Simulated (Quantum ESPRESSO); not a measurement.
HgTe (Coloradoite) under changes of volume

One of the cells (33.215 Å³/atom); the others are scaled copies at fixed shape and fractional positions:

```
Hg Te
1.0
     0.00000    3.21450    3.21450
     3.21450    0.00000    3.21450
     3.21450    3.21450    0.00000
Hg Te
1 1
Direct
  0.00000 0.00000 0.00000
  0.75000 0.75000 0.75000
```

- Program: Quantum ESPRESSO 7.5
- Functional: PBE
- Dispersion: rVV10
- Potentials or basis: PseudoDojo 0.4.1 SR PBE standard
- Cutoff: 1088 eV
- Density cutoff: 4354 eV
- k mesh: 7 × 7 × 7
- Occupations: fermi-dirac, width 0.05 eV
- Spin: no spin polarisation

```tsv
volume (Å³/atom)	energy over the lowest point (meV/atom)	pressure (GPa)
31.223	?	?
31.887	42.57	4.9
32.551	25.09	3.6
33.215	12.61	2.4
33.880	4.59	1.4
34.544	0.53	0.5
35.208	0.00	-0.3
```

What does the run at 31.223 Å³/atom give?

Energy over the lowest point 65.69 meV/atom; pressure 6.3 GPa.

Worked out: A Birch-Murnaghan fit of order 3 (a polynomial in V^(-2/3)) to the other rows has its minimum at 34.98 Å³/atom with B0 = V·E''(V) = 41 GPa and B' = 5.2. It gives 65.69 meV/atom at 31.223 Å³/atom, against the run's 65.69, and -dE/dV = 6.3 GPa, against 6.3.

Energies are extrapolated to zero smearing.

Caveats: rVV10's parameter b was fitted to another functional.
